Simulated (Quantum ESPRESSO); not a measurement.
# La2O3: dielectric tensor and Born charges under several settings

```
CELL_PARAMETERS angstrom
3.93078 0.00000 0.00000
-1.96539 3.40415 0.00000
0.00000 0.00000 6.11195
ATOMIC_POSITIONS crystal
La 0.33333 0.66667 0.24624
La 0.66667 0.33333 0.75376
O 0.00000 0.00000 0.00000
O 0.33333 0.66667 0.64589
O 0.66667 0.33333 0.35411
```

The cell is a database's computed one.

All runs used Quantum ESPRESSO 7.5; potentials GBRV 1.5 PBEsol; given cell; no spin polarisation; cutoff 612 eV; occupations smeared at first, fixed for the response.

| level | k mesh (s: shifted) | ε∞ (diagonal) | Born charge of atom 1 (e) | sum of the Born charges (e) |
| --- | --- | --- | --- | --- |
| PBEsol | 4 × 4 × 2s | 4.87, 4.87, 4.74 | 4.08 | 0.01 |
| PBEsol | 6 × 6 × 4s | ? | ? | ? |
| PBEsol | 8 × 8 × 6s | 4.86, 4.86, 4.77 | 4.07 | -0.01 |

Problem. What stands in the row left open?

Solution. ε∞ 4.86, 4.86, 4.77; Born charge of atom 1 4.07 e; sum of the Born charges -0.01 e.

Caveats: some runs use coarse meshes.
